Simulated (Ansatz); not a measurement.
LaAlO3 (cubic perovskite, space group No. 221), PBE in the plane-wave PAW code Ansatz: ε∞ = 4.83, cell volume 55.41 Å³. Infrared-active transverse modes:

| ω_TO (cm⁻¹) | oscillator strength S_xx (e²/amu) |
|---|---|
| 134.5 | 0.6547 |
| 402.4 | 0.7686 |
| 638.3 | 0.1862 |

Task: Compute the static dielectric constant.

Result: Each mode adds (4.921e7/V) S/ω²: 32.12, 4.21, 0.41. So ε0 = 41.6.

Space group Pm-3m (cubic perovskite). This is a known high-temperature phase of the composition, computed here at zero pressure and temperature. The PBE relaxation kept the symmetry of its start. At this level the phase is dynamically unstable (imaginary phonons). Spin–orbit coupling is left out wherever it is not named.

Potentials: the later of the program's two PAW sets.
